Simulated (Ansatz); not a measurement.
Consider the ligand exchange at the Si–C bond: `C=C([SiH3])CC` + `[CH3][In]([OH])[F]` → `[CH3][In]([F])[O][SiH3]` + `C=CCC`.

Program: Ansatz. Geometries: PBE0-D4/def2-TZVP. ΔE: electronic, gas phase. CCSD(T)/CBS is the MP2 limit (def2-TZVPP, def2-QZVPP) plus CCSD(T) − MP2 in def2-TZVPP, frozen cores. def2 core potentials past Kr. For In outer-core shells are correlated without core-valence functions, which leaves a few kJ/mol of doubt a bond. One conformer a species, not always the lowest.

`C=C([SiH3])CC`:

Z-matrix (Å, degrees):
```
Si
C 1 1.871
H 1 1.489 2 112.1
H 1 1.490 2 110.1 3 119.2
H 1 1.486 2 109.2 3 -120.5
C 2 1.504 1 119.7 3 -67.1
C 2 1.333 1 118.8 3 113.4
C 6 1.524 2 113.3 1 62.2
H 6 1.097 2 109.0 1 -59.1
H 6 1.095 2 109.1 1 -175.1
H 7 1.089 2 121.4 1 179.5
H 7 1.085 2 122.3 1 -0.3
H 8 1.092 6 110.9 2 59.0
H 8 1.092 6 110.8 2 179.2
H 8 1.093 6 111.6 2 -60.9
```

`[CH3][In]([OH])[F]`:

Cartesian coordinates in Å:
```
C -0.029 -1.369 0.131
In 0.218 0.739 0.246
O -0.352 2.286 -0.840
F 1.236 1.479 1.738
H 0.429 -1.741 -0.785
H 0.454 -1.820 0.996
H -1.090 -1.616 0.126
H -0.867 2.042 -1.612
```

`[CH3][In]([F])[O][SiH3]`:

```xyz
11

C    -1.713   -1.140    1.005
In   -0.194   -1.184   -0.473
F     0.130   -2.703   -1.646
O     1.139    0.179   -0.969
Si    1.537    1.692   -0.532
H    -2.067   -0.118    1.129
H    -2.528   -1.792    0.697
H    -1.295   -1.496    1.946
H     2.925    1.738    0.004
H     1.445    2.616   -1.695
H     0.621    2.208    0.533
```

`C=CCC`:

Cartesian coordinates in Å:
```
C 1.981 -0.030 0.213
C 0.758 -0.540 0.261
C -0.378 -0.138 -0.619
C -1.563 0.406 0.171
H 2.245 0.737 -0.509
H 2.762 -0.360 0.888
H 0.535 -1.305 1.004
H -0.033 0.607 -1.343
H -0.707 -1.010 -1.198
H -1.924 -0.330 0.895
H -1.282 1.304 0.726
H -2.395 0.660 -0.489
```

```tsv
level	ΔE (eV)
HF/def2-TZVPP	-1.46
CCSD/CBS(def2)	-1.19
```

Task: What does CCSD(T)/CBS give? (Best estimate.)

Result: Computed: -1.14 eV. The listed levels differ from it by -0.32, -0.05 eV.

Largest T1 diagnostic among the species: 0.016.

From r2SCAN to r2SCAN0 (25 % exact exchange), in def2-TZVPP and without D4, ΔE moves by −0.05 eV. In def2-TZVPP, CCSD(T) changes the Hartree–Fock value by +0.32 eV (the triples alone add +0.05 eV) and MP2 by +0.33 eV. Leaving LDA and LC-ωPBE aside and taking each functional with its dispersion term where it has one, the values, not all of them listed here, spread over 0.35 eV, from BHLYP-D4 to revPBE-D4. LDA lies +0.05 eV from PBE without D4.

CCSD(T)/CBS has its own doubt, a few kJ/mol and more with outer-core shells, so smaller differences from it don't rank the levels.
